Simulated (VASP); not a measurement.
# Hf (P6_3/mmc) in VASP: notebook

One crystal, Hf, is run at these levels: PBE; tasks: relaxation of cell and atoms.

Everything below comes from runs of VASP 6.6.1. Logs are shortened: lines on timing, memory, paths and dates and some standing lists are left out, and cuts for length are marked.

## 1. The crystal as given

It takes space group P6_3/mmc (No. 194, hexagonal). The conventional cell has a = 3.197 Å, b = 3.197 Å, c = 5.058 Å, α = 90.00°, β = 90.00°, γ = 120.00°. Hf (site symmetry -6m2) has 12 Hf at 3.13 to 3.20 Å as nearest neighbours.

## 2. Relaxation of cell and atoms, PBE, target pressure 2 GPa, at which the enthalpy is minimised

The input, INCAR:

```
SYSTEM = Hf
ALGO = Normal
EDIFF = 1E-6
EDIFFG = -0.005
ENCUT = 600
GGA = PE
IBRION = 2
ISIF = 3
ISMEAR = -1
LASPH = .TRUE.
LCHARG = .FALSE.
LREAL = .FALSE.
LWAVE = .FALSE.
NELM = 60
NSW = 40
PREC = Accurate
PSTRESS = 20
SIGMA = 0.05
```

The input, KPOINTS:

```
k-points
0
G
  10 10 5
  0 0 0
```

The input, POSCAR:

```
Hf
1.0
    3.1967000000      0.0000000000      0.0000000000
   -1.5983500000      2.7684234083      0.0000000000
    0.0000000000      0.0000000000      5.0578000000
Hf
2
Direct
    0.6666666667      0.3333333333      0.7500000000
    0.3333333333      0.6666666667      0.2500000000
```

Potentials or basis: VASP PAW PBE potentials, release 64 (Hf_pv).

The run is started by

```sh
$ cat potpaw_PBE.64/Hf_pv/POTCAR > POTCAR
$ mpirun -np 1 vasp_std > vasp.out
```

OUTCAR:

```text
SYSTEM = Hf
   EDIFF = 1E-6
   EDIFFG = -0.005
   ENCUT = 600
   GGA = PE
   IBRION = 2
   ISIF = 3
   ISMEAR = -1
   LASPH = .TRUE.
   LREAL = .FALSE.
   NELM = 60
   NSW = 40
   PREC = Accurate
   PSTRESS = 20

 ion  position               nearest neighbor table
   1  0.667  0.333  0.750-   2 3.13   2 3.13   2 3.13   2 3.13   2 3.13   2 3.13
   2  0.333  0.667  0.250-   1 3.13   1 3.13   1 3.13   1 3.13   1 3.13   1 3.13

  LATTYP: Found a hexagonal cell.
 ALAT       =     3.1967000000
 C/A-ratio  =     1.5821941377

  Lattice vectors:

 A1 = (   3.1967000000,   0.0000000000,   0.0000000000)
 A2 = (  -1.5983500000,   2.7684234083,   0.0000000000)
 A3 = (   0.0000000000,   0.0000000000,   5.0578000000)

Analysis of symmetry for initial positions (statically):
=====================================================================
 Subroutine PRICEL returns:
 Original cell was already a primitive cell.

 Routine SETGRP: Setting up the symmetry group for a
 hexagonal supercell.

 Subroutine GETGRP returns: Found 24 space group operations
 (whereof 12 operations were pure point group operations)
 out of a pool of 24 trial point group operations.

The static configuration has the point symmetry D_3d.
 The point group associated with its full space group is D_6h.

Analysis of symmetry for dynamics (positions and initial velocities):
=====================================================================
 Subroutine PRICEL returns:
 Original cell was already a primitive cell.

 Routine SETGRP: Setting up the symmetry group for a
 hexagonal supercell.

 Subroutine GETGRP returns: Found 24 space group operations
 (whereof 12 operations were pure point group operations)
 out of a pool of 24 trial point group operations.

The dynamic configuration has the point symmetry D_3d.
 The point group associated with its full space group is D_6h.

 Subroutine INISYM returns: Found 24 space group operations
 (whereof 12 operations are pure point group operations),
 and found     1 'primitive' translations

----------------------------------------------------------------------------------------

                                     Primitive cell

  volume of cell :      44.7606

  direct lattice vectors                    reciprocal lattice vectors
     3.196700000  0.000000000  0.000000000     0.312822598  0.180608211  0.000000000
    -1.598350000  2.768423408  0.000000000     0.000000000  0.361216423  0.000000000
[... 117 lines left out ...]
 non-spin polarized calculation
  energy-cutoff  :      600.00
  volume of cell :       44.76
 maximum number of plane-waves:      1518
 NGX is ok and might be reduce to    28
   NGX = 13   NGY = 13   NGZ = 21

--------------------------------------- Ionic step        1  -------------------------------------------

 number of electron      20.0000001 magnetization

 Free energy of the ion-electron system (eV)
  ---------------------------------------------------
  ext. energy  EPLUGINS =         0.00000000
  ---------------------------------------------------
  free energy    TOTEN  =       -19.85551115 eV

  energy without entropy =      -19.84454989  energy(sigma->0) =      -19.85003052

------------------------ aborting loop because EDIFF is reached ----------------------------------------

  FORCE on cell =-STRESS in cart. coord.  units (eV):
  Direction    XX          YY          ZZ          XY          YZ          ZX
  --------------------------------------------------------------------------------------
  -------------------------------------------------------------------------------------
  Total        0.0855363      0.0855363     -0.0382529      0.0000000      0.0000000      0.0000000
  in kB        3.0617169      3.0617169     -1.3692373      0.0000000      0.0000000      0.0000000
  external PRESSURE =     -18.4152678 kB  Pullay stress =      20.0000000 kB
[... 97 lines left out ...]
  energy  without entropy=      -19.8404668591  energy(sigma->0) =      -19.84559428

  enthalpy is  TOTEN    =       -19.3010808193 eV   P V=        0.5496408860

[... ionic steps 4 to 9 ...]

--------------------------------------- Ionic step       10  -------------------------------------------

 number of electron      19.9999999 magnetization

------------------------ aborting loop because EDIFF is reached ----------------------------------------
[... 71 lines left out ...]
--------------------------------------- Ionic step       12  -------------------------------------------

 number of electron      19.9999999 magnetization

 Free energy of the ion-electron system (eV)
  ---------------------------------------------------
  ext. energy  EPLUGINS =         0.00000000
  ---------------------------------------------------
  free energy    TOTEN  =       -19.85078299 eV

  energy without entropy =      -19.84057377  energy(sigma->0) =      -19.84567838

 E-fermi :   5.0131     XC(G=0): -11.3557

 val. band max:        5.0088490599   @ k =   0.0000   0.0000   0.4000
 cond. band min:       5.1591725075   @ k =   0.3000   0.2000   0.4000
 fundamental gap:      0.1503234477
 Fermi energy:         5.0130694920

 k-point     1 :       0.0000    0.0000    0.0000
  band No.  band energies     occupation
      1     -26.0361      2.00000
      2     -25.2499      2.00000
      3     -25.2499      2.00000
      4     -25.1168      2.00000
      5     -25.1137      2.00000
      6     -25.1137      2.00000
      7      -2.4058      2.00000
      8       1.2772      2.00000
      9       5.7496      0.00000
     10       6.2103      0.00000
     11       6.2103      0.00000
     12       6.5237      0.00000
     13       7.0565      0.00000
     14       7.0565      0.00000
[... 377 lines left out ...]
      1     -25.8797      2.00000
      2     -25.7441      2.00000
      3     -25.5521      2.00000
      4     -25.4268      2.00000
      5     -25.3253      2.00000
      6     -25.2501      2.00000
      7       1.5346      2.00000
      8       2.4991      2.00000
      9       3.3367      2.00000
     10       3.9039      2.00000
     11       5.6696      0.00000
     12       6.0621      0.00000
     13       6.6942      0.00000
     14       9.8779      0.00000

 [... further k-points ...]

------------------------ aborting loop because EDIFF is reached ----------------------------------------

  FORCE on cell =-STRESS in cart. coord.  units (eV):
  Direction    XX          YY          ZZ          XY          YZ          ZX
  --------------------------------------------------------------------------------------
  -------------------------------------------------------------------------------------
  Total        0.5468187      0.5468187      0.5487938      0.0000000      0.0000000     -0.0000000
  in kB       19.8957148     19.8957148     19.9675792      0.0000000      0.0000000     -0.0000000
  external PRESSURE =      -0.0803304 kB  Pullay stress =      20.0000000 kB
[... 21 lines left out ...]
  energy  without entropy=      -19.8405737676  energy(sigma->0) =      -19.84567838

  enthalpy is  TOTEN    =       -19.3010981076 eV   P V=        0.5496848806

 reached required accuracy - stopping structural energy minimisation
```

CONTCAR:

```text
Hf
   1.00000000000000
     3.1820304592160134   -0.0000000000000000    0.0000000000000000
    -1.5910152296080067    2.7557192133201420   -0.0000000000000000
    -0.0000000000000000    0.0000000000000000    5.0217499232999030
  Hf
     2
Direct
     0.6666666667000030    0.3333333332999970    0.7500000000000000
     0.3333333332999970    0.6666666667000030    0.2500000000000000

  0.00000000E+00  0.00000000E+00  0.00000000E+00
  0.00000000E+00  0.00000000E+00  0.00000000E+00
```

It took 3.2 min on 1 thread of AMD EPYC 7R43 (Zen 3), shared host; peak memory 0.16 GiB.

What came out:

```
Free energy                                            : -19.8508 eV
Relaxed volume                                         : 22.02 Å³/atom
Relaxed cell                                           : a = 3.182 Å, b = 3.182 Å, c = 5.022 Å, α = 90.00°, β = 90.00°, γ = 120.00°
Space group after relaxing (to 0.05 Å)                 : P6_3/mmc (No. 194)
Energy change on relaxing (the enthalpy is what falls) : +2.4 meV/atom
Ionic steps                                            : 12
Pressure after relaxing                                : 2.0 GPa
Band gap on the k mesh                                 : none (metal or under the smearing width)
```

The path:
| step | energy change (eV) | largest force (eV/Å) | pressure (GPa) | volume (Å³) |
| --- | --- | --- | --- | --- |
| 1 | 0.0000 | 0.0000 | 0.16 | 44.76 |
| 2 | 0.0233 | 0.0000 | 4.52 | 43.11 |
| 3 | 0.0048 | 0.0000 | 1.99 | 44.03 |
| 4 | 0.0050 | 0.0000 | 2.03 | 44.02 |
| 5 | 0.0049 | 0.0000 | 2.04 | 44.02 |
| 6 | 0.0049 | 0.0000 | 2.04 | 44.02 |
| 7 | 0.0049 | 0.0000 | 2.03 | 44.02 |
| 8 | 0.0049 | 0.0000 | 2.03 | 44.02 |
| 9 | 0.0049 | 0.0000 | 2.03 | 44.02 |
| 10 | 0.0049 | 0.0000 | 2.03 | 44.02 |
| 11 | 0.0045 | 0.0000 | 1.96 | 44.05 |
| 12 | 0.0047 | 0.0000 | 1.99 | 44.03 |

Final structure:
```xyz
2
Lattice="3.1820 0.0000 0.0000 -1.5910 2.7557 0.0000 0.0000 0.0000 5.0217" Properties=species:S:1:pos:R:3 pbc="T T T"
Hf    1.5910    0.9186    3.7663
Hf    0.0000    1.8371    1.2554
```

Caveat: the cell is relaxed towards a set pressure, so the enthalpy falls and the energy may rise.

## 3. Relaxation of cell and atoms, PBE, target pressure 5 GPa, at which the enthalpy is minimised

INCAR: that of step 2 with these lines changed.

```diff
@@ -16,3 +16,3 @@
 PREC = Accurate
-PSTRESS = 20
+PSTRESS = 50
 SIGMA = 0.05
```

KPOINTS is that of step 2.

POSCAR is that of step 2.

Potentials or basis: VASP PAW PBE potentials, release 64 (Hf_pv).

The run is started by

```sh
$ cat potpaw_PBE.64/Hf_pv/POTCAR > POTCAR
$ mpirun -np 1 vasp_std > vasp.out
```

It took 1.9 min on 1 thread of AMD EPYC 7R43 (Zen 3), shared host; peak memory 0.17 GiB.

It converged, with:

| Quantity | Value |
| --- | --- |
| Free energy | -19.8268 eV |
| Relaxed volume | 21.47 Å³/atom |
| Relaxed cell | a = 3.154 Å, b = 3.154 Å, c = 4.984 Å, α = 90.00°, β = 90.00°, γ = 120.00° |
| Space group after relaxing (to 0.05 Å) | P6_3/mmc (No. 194) |
| Energy change on relaxing (the enthalpy is what falls) | +14.4 meV/atom |
| Ionic steps | 4 |
| Pressure after relaxing | 5.0 GPa |
| Band gap on the k mesh | none (metal or under the smearing width) |

The path:
```csv
step,energy change (eV),largest force (eV/Å),pressure (GPa),volume (Å³)
1,0.0000,0.0000,0.16,44.76
2,0.1620,0.0000,13.01,40.52
3,0.0276,0.0000,4.93,42.97
4,0.0287,0.0000,5.03,42.93
```

Final structure:
```
Hf
1.0
     3.15391    0.00000    0.00000
    -1.57695    2.73136    0.00000
     0.00000    0.00000    4.98370
Hf
2
Direct
  0.66667 0.33333 0.75000
  0.33333 0.66667 0.25000
```

Levels at points of the mesh, in eV from the Fermi level:
| k point | band 6 | band 7 | band 8 | band 9 | band 10 | band 11 | band 12 | band 13 | band 14 |
| --- | --- | --- | --- | --- | --- | --- | --- | --- | --- |
| (0.00, 0.00, 0.00) | -30.03 | -7.50 | -3.81 | 0.83 | 1.21 | 1.21 | 1.52 | 2.08 | 2.08 |
| (0.50, 0.00, 0.00) | -30.13 | -3.40 | -2.88 | -2.33 | -0.71 | 0.80 | 0.96 | 1.79 | 6.19 |

Caveat: the cell is relaxed towards a set pressure, so the enthalpy falls and the energy may rise.
